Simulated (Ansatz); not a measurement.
# SiNi (rocksalt type): the cost of one run

Method: DFT, PBE, PAW with Ansatz's default frozen-core files, scalar-relativistic, in Ansatz 0.2.0.

## Step 1: Starting point

Symmetry: Fm-3m, No. 225, cubic system. The conventional cell has a = 4.605 Å, b = 4.605 Å, c = 4.605 Å, α = 90.00°, β = 90.00°, γ = 90.00°. Ni (site symmetry m-3m) has 6 Si at 2.30 Å as nearest neighbours. Si (site symmetry m-3m) is surrounded by 6 Ni at 2.30 Å.

Structure file:

```cif
data_structure
_symmetry_space_group_name_H-M 'P 1'
_symmetry_Int_Tables_number 1
_cell_length_a 3.2562
_cell_length_b 3.2562
_cell_length_c 3.2562
_cell_angle_alpha 60.000
_cell_angle_beta 60.000
_cell_angle_gamma 60.000
_cell_volume 24.41
loop_
_atom_site_label
_atom_site_type_symbol
_atom_site_fract_x
_atom_site_fract_y
_atom_site_fract_z
_atom_site_occupancy
Ni1 Ni 0.00000 0.00000 0.00000 1
Si1 Si 0.50000 0.50000 0.50000 1
```

Atoms are numbered in the order of the input: Ni1, Si2.

## Step 2: Cell relaxed at zero pressure, PAW

Contents of input.yaml:

```yaml
crystal:
  lattice:
    - [0.0, 2.3024851496, 2.3024851496]
    - [2.3024851496, 0.0, 2.3024851496]
    - [2.3024851496, 2.3024851496, 0.0]
  atoms:
    - { symbol: Ni, position: [0.0, 0.0, 0.0] }
    - { symbol: Si, position: [0.5, 0.5, 0.5] }
kpoints:
  mp_grid: { grid: [15, 15, 15] }
scf:
  occupations: { method: fermi_dirac, width: 0.05 }
hamiltonian:
  xc: pbe
  pseudopotentials: { kind: paw }
output:
  forces: true
  stress: true
relax:
  f_tol: 0.005
  max_steps: 40
  cell: {}
```

Started as:

```bash
$ ansatz run input.yaml --threads 1 --pin off --max-ram 3584MiB --backend cpu --events-out ev --progress --plain --runs-dir out
```

**Question.** How long does this run take on 1 thread of AMD EPYC 9R45 (Zen 5), shared host, and how much memory does it need?

About 4.2 s, with a peak of 0.39 GiB.
